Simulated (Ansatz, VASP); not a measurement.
# Cross-check of AlN between VASP and Ansatz, part 2 of 2

One calculation is typed for both programs; each brings its own data sets and cutoff. How far apart do they land?

VASP 6.6.1 and Ansatz 0.2.0.

So far. Step 3 (Ansatz: single point, PBEsol): The run ends at a pressure of 1.34 GPa. Step 7 (Ansatz: single point, LDA, volume scaled by 1.015): The run ends at a pressure of -3.61 GPa.

## 9. Ansatz: single point, LDA, volume scaled by 0.97

Level of this step: Ansatz beside VASP: Kohn-Sham DFT, plane waves, LDA (Ansatz).

With cell and atoms fixed, the geometry can't cause a difference; cores, projectors, grids and the points listed under the comparison can. The cell compared in this pair holds 19.91 Å³, against 20.84 Å³ for the pair before.

The cell is a member of a volume series, scaled by 0.97 from a relaxed one, so a pressure remains.

Input file input.yaml:

```yaml
crystal:
  lattice:
    - [0.0, 2.15126297, 2.15126297]
    - [2.15126297, 0.0, 2.15126297]
    - [2.15126297, 2.15126297, 0.0]
  atoms:
    - { symbol: Al, position: [0.0, 0.0, 0.0] }
    - { symbol: "N", position: [0.25, 0.25, 0.25] }
hamiltonian:
  xc: lda
  pseudopotentials: { kind: paw }
kpoints:
  mp_grid: { grid: [8, 8, 8] }
scf:
  occupations: { method: gaussian, width: 0.03 }
  n_extra_bands: 4
output:
  forces: true
  stress: true
  eigenvalues: true
```

Run with:

```console
$ ansatz run input.yaml --threads 2 --pin off --max-ram 4608MiB --backend cpu --events-out ev --progress --plain --runs-dir out
```

Numbers of over 12 decimals in the logs are rounded to 6 here.

The program printed:

```text
[...]
Crystal: 2 atoms, lattice volume = 19.912 Å³
Basis set: ecut = 420 eV, 387 PW (Γ)
Bands: 8, of which v1, the nominal top of the filled ones, is band 4 counted from 1 (3 counted from 0)
Symmetry: 24 space group operations
[...]
k-points: 29 of 512 (time reversal used)
[...]
Free energy (F): -889.801512 eV
[...]
Internal energy: -889.801512 eV  (E = F + TS)
E sigma→0 (E₀):  -889.801512 eV
Fermi energy:    8.790022 eV
[...]
--- Stress (GPa, compression-positive) ---
        6.129168      -0.000000       0.000000
        0.000000       6.129168       0.000000
       -0.000000       0.000000       6.129168
  P = ⅓ Tr σ = 6.1292 GPa (61.292 kbar)
--- Band table (eV; the first three rows and the last of 29) ---
[...]
[key lines of the parts left out:]
SCF converged after 6 iterations
```

Wall time 0.88 s (2 threads of Arm Neoverse N1, shared host); peak memory 0.24 GiB.

The run ends at a pressure of 6.13 GPa.

## 10. VASP: single point, LDA, volume scaled by 0.97

The same cell, functional (in two slightly different forms), mesh and smearing now go to VASP, with its own data sets and cutoff.

The input asks for a relaxation, which ended at its first step since no free force or stress exceeded the threshold; so it serves as a single point.

Input file INCAR:

```
SYSTEM = AlN
PREC = Accurate
ENCUT = 560
EDIFF = 1E-07
NELM = 100
ISMEAR = 0
SIGMA = 0.03
LREAL = .FALSE.
ALGO = Normal
GGA = CA
NBANDS = 10
LORBIT = 11
LWAVE = .FALSE.
LCHARG = .FALSE.
KPAR = 4
IBRION = 2
NSW = 50
ISIF = 4
EDIFFG = -0.002
```

Input file POSCAR:

```
AlN
1.0
    0.0000000000      2.1512629663      2.1512629663
    2.1512629663      0.0000000000      2.1512629663
    2.1512629663      2.1512629663      0.0000000000
Al N
1 1
Direct
    0.0000000000      0.0000000000      0.0000000000
    0.2500000000      0.2500000000      0.2500000000
```

Input file KPOINTS:

```
Automatic mesh
0
Gamma
8 8 8
0 0 0
```

The projector-augmented-wave data sets are Al and N (LDA family, release 64).

Run with:

```console
$ mpirun -np 4 vasp_std
```

The program printed:

```text
[... set-up lines as in an earlier step ...]
 entering main loop
       N       E                     dE             d eps       ncg     rms          rms(c)
DAV:   1     0.999910743803E+01    0.99991E+01   -0.40848E+03   588   0.705E+02
DAV:   2    -0.181842110823E+02   -0.28183E+02   -0.26727E+02   682   0.137E+02
DAV:   3    -0.189893619198E+02   -0.80515E+00   -0.80379E+00   692   0.223E+01
DAV:   4    -0.189926467268E+02   -0.32848E-02   -0.32847E-02   652   0.171E+00
[...]
DAV:  10    -0.163620888164E+02   -0.20669E-04   -0.47591E-05   628   0.517E-02    0.402E-02
DAV:  11    -0.163620879025E+02    0.91391E-06   -0.11639E-06   652   0.760E-03    0.687E-03
DAV:  12    -0.163620879064E+02   -0.38540E-08   -0.33670E-08   346   0.154E-03
   1 F= -.16362088E+02 E0= -.16362088E+02  d E =-.163621E+02
[...]
reached required accuracy - stopping structural energy minimisation
```

OUTCAR, selected parts (step 10):

```text
  Total        0.8515655      0.8515655      0.8515655      0.0000000     -0.0000000      0.0000000
  in kB       68.5201244     68.5201244     68.5201244      0.0000000     -0.0000000      0.0000000
  external PRESSURE =      68.5201244 kB  Pullay stress =       0.0000000 kB

 POSITION                                       TOTAL-FORCE (eV/Angst)
 -----------------------------------------------------------------------------------
      0.00000      0.00000      0.00000        -0.000000     -0.000000     -0.000000
      1.07563      1.07563      1.07563         0.000000      0.000000      0.000000
 -----------------------------------------------------------------------------------
    total drift:                               -0.000000     -0.000000     -0.000000

  FREE ENERGIE OF THE ION-ELECTRON SYSTEM (eV)
  ---------------------------------------------------
  free  energy   TOTEN  =       -16.3620879064 eV

  energy  without entropy=      -16.3620879064  energy(sigma->0) =      -16.36208791

[... 2 parts as in an earlier step ...]

[... 2 further parts left out ...]
[key lines of the parts left out:]
E-fermi :   6.3396
```

## 11. Side by side

Compared:

```csv
quantity,Ansatz,VASP,difference
pressure (GPa),6.13,6.85,-0.72
pressure without Ansatz's Pulay correction (GPa),5.45,6.85,-1.40
gap on the k mesh (eV),3.264,3.241,+0.022
```

A gap on the mesh is an upper bound, since the band edges may lie between its points. Ansatz's pressure holds a Pulay correction of 0.67 GPa; VASP's holds none.

## 12. Other set-ups

Further runs change the set-up of one program: Ansatz's method, potentials or start, or VASP's data sets, cutoff or form of LDA. The table gives Ansatz less VASP for each quantity, since a change that brings one quantity closer may part another.

```csv
run,pressure (GPa),gap on the k mesh (eV)
as above,-0.72,0.022
Ansatz's all-electron LAPW method,-0.72,0.014
```

## 13. Outcome

```yaml
difference_in_gap_on_the_k_mesh_single_point_pbesol: 0.0091 eV
difference_in_gap_on_the_k_mesh_single_point_lda_volume_scaled_by_1p015: 0.021 eV
difference_in_pressure_single_point_lda_volume_scaled_by_1p015: -0.57 GPa
difference_in_gap_on_the_k_mesh_single_point_lda_volume_scaled_by_0p97: 0.022 eV
difference_in_pressure_single_point_lda_volume_scaled_by_0p97: -0.72 GPa
```

In words: The difference in pressure is -0.72 GPa (single point, LDA, volume scaled by 0.97), within the 1 GPa picked in this series as the mark of a large difference. Single point, PBEsol, Ansatz's all-electron LAPW method: the difference in pressure goes from 0.014 to -0.13 GPa; the difference in gap on the k mesh goes from 0.0091 to 0.0038 eV. Single point, LDA, volume scaled by 0.97, Ansatz's all-electron LAPW method: the difference in gap on the k mesh goes from 0.022 to 0.014 eV. 2 further runs of this series are not shown here. Such differences can come from data sets, numerical settings and the points named under the comparisons, not from the functional's error against experiment.

[Lines on the potential files, build, host, timing and source positions are cut from VASP's logs without a mark.]

[Logs are printed without paths, hosts, clocks, repeated set-up lines and the standing remarks that a program may print on its own settings, such as how far it seeks lower states.]

[Hosts, paths, dates, database ids (printed as entryN), source tags and the programs' standing remarks are cut or masked in the printed files.]
